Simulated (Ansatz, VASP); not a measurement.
**One calculation of Pb, two programs**

```
Pb
1.0
     3.50187    0.00000    0.00000
    -1.75094    3.03271    0.00000
     0.00000    0.00000    5.69174
Pb
2
Direct
  0.33333 0.66667 0.25000
  0.66667 0.33333 0.75000
```

Alike in both runs: functional PBEsol; k mesh 12 × 12 × 6; occupations gaussian, width 0.1 eV; no spin polarisation.

Ansatz relaxed the structure, and its values are those at the end. VASP's run is a single point on that final structure, the one shown.

|  | VASP | Ansatz |
| --- | --- | --- |
| version | VASP 6.6.1 | Ansatz 0.2.0 |
| potentials or method | VASP PAW PBE potentials, release 64 (Pb_d) | scalar-relativistic, plane waves, PAW |
| plane-wave cutoff (eV) | 520 | 420 |
| valence electrons in the cell | 28 | 28 |

|  | VASP | Ansatz | Ansatz less VASP |
| --- | --- | --- | --- |
| gap on the k mesh at the Fermi level (eV) | none | none | - |
| pressure (GPa) | -0.7 | -0.7 | +0.07 |

A gap of «none» marks a metal or a gap that the smearing closes. With one functional, cell and mesh, what is left measures potentials, basis and numerics.

Caveats: the PAW data sets were made with another functional, which shifts forces and pressure a little (VASP). The runs have no spin-orbit coupling, so splittings on Pb are missing.
